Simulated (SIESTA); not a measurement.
# Fe under changes of volume

One of the cells (12.259 Å³/atom); the others are scaled copies at fixed shape and fractional positions:

```
Fe
1.0
    -1.45256    1.45256    1.45256
     1.45256   -1.45256    1.45256
     1.45256    1.45256   -1.45256
Fe
1
Direct
  0.00000 0.00000 0.00000
```

```yaml
Program: SIESTA 5.4.2
Functional: PBE
Potentials_or_basis: PseudoDojo 0.4 standard (PBE files)
Basis: DZP (energy shift 0.002 Ry)
Grid_cutoff: 800 Ry
Energy_shift: 0.002 Ry
k_mesh: 13 × 13 × 13
Occupations: fermi-dirac, width 0.05 eV
Spin: collinear spin, ferromagnetic start
Starting_moments: "[3.0] μB"
```

```tsv
volume (Å³/atom)	energy over the lowest point (meV/atom)	pressure (GPa)	moment (μB per cell)
11.298	0.41	1.3	2.21
11.538	0.00	-0.9	2.28
11.778	?	?	?
12.259	22.07	-7.1	2.55
12.499	34.31	-9.7	2.60
12.740	49.73	-11.4	2.63
```

Problem. What does the run at 11.778 Å³/atom give?

Solution. Energy over the lowest point 4.16 meV/atom; pressure -4.6 GPa; moment 2.34 μB per cell.

Worked out: A Birch-Murnaghan fit of order 3 (a polynomial in V^(-2/3)) to the other rows has its minimum at 11.43 Å³/atom with B0 = V·E''(V) = 142 GPa and B' = 6.9. It gives 3.98 meV/atom at 11.778 Å³/atom, against the run's 4.16, and -dE/dV = -3.8 GPa, against -4.6. A parabola through the other rows of the moment, of slope 0.358 μB per Å³/atom there, gives 2.39 μB, against the run's 2.34.

Energies are extrapolated to zero smearing.

Caveats: semicore shells carry a single zeta, which can move pressures by several GPa and volumes by a few percent; the basis of atomic orbitals isn't converged, which shifts pressures, moduli and gaps.
